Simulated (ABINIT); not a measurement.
The system is Mo.

```
CELL_PARAMETERS angstrom
-1.58381 1.58381 1.58381
1.58381 -1.58381 1.58381
1.58381 1.58381 -1.58381
ATOMIC_POSITIONS crystal
Mo 0.00000 0.00000 0.00000
```

Base run:

- Program: ABINIT 10.8.3 (patched build)
- Functional: LDA
- Potentials or basis: JTH PAW PBE v2.0
- Cutoff: 490 eV
- k mesh: 12 × 12 × 12
- Occupations: fermi-dirac, width 0.05 eV
- Spin: no spin polarisation

Its results: band gap on the k mesh none (metal or under the smearing width); pressure -13.2 GPa.

After a change of settings the same cell gave: band gap on the k mesh none (metal or under the smearing width); pressure -7.5 GPa. Which change was it?
A. functional from LDA to PBEsol
B. functional from LDA to WC
C. functional from LDA to BLYP
D. functional from LDA to revPBE

B.

WC binds less tightly than LDA, so the same cell stands under more pressure.

Caveats: the PAW data sets were made with another functional, which shifts forces and pressure a little.
